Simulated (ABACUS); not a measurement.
CoO:

```
Co O
1.0
     1.50547    0.86918    2.43993
    -1.50547    0.86918    2.43993
     0.00000   -1.73837    2.43993
Co O
1 1
Direct
  0.00000 0.00000 0.00000
  0.50000 0.50000 0.50000
```

The cell is a database's computed one.

Base run:

* Program: ABACUS 3.10.1
* Functional: PBE
* Potentials or basis: PseudoDojo NC SR 0.4.1 PBE standard
* Cutoff: 1320 eV
* Density cutoff: 5279 eV
* Basis: plane waves
* k mesh: 11 × 11 × 11
* Occupations: fermi-dirac, width 0.05 eV
* Spin: collinear spin, ferromagnetic start
* Starting moments: [2.0, 0.0] μB

Its results: band gap on the k mesh none (metal or under the smearing width); pressure 0.0 GPa; net moment 2.98 μB per cell.

Problem. The run is repeated on the same cell with these changes: cutoff from 1320 eV to 1361 eV; density cutoff from 5279 eV to 5442 eV; basis from plane waves to DZP LCAO (the cutoffs set its grid). What comes out?

Solution. Band gap on the k mesh none (metal or under the smearing width); pressure 0.8 GPa; net moment 2.98 μB per cell; site moments Co +2.68; O +0.31 μB.

Caveats: a cell with one magnetic atom can't hold antiferromagnetic order, which such compounds often take; semilocal functionals often make such compounds metallic where correlation or magnetic order opens a gap, which also shifts bond lengths; the atomic orbitals were generated for these runs and aren't a published set (some runs); the basis of atomic orbitals isn't converged, which shifts pressures, moduli and gaps (some runs).

Not every run made on this cell is shown here.
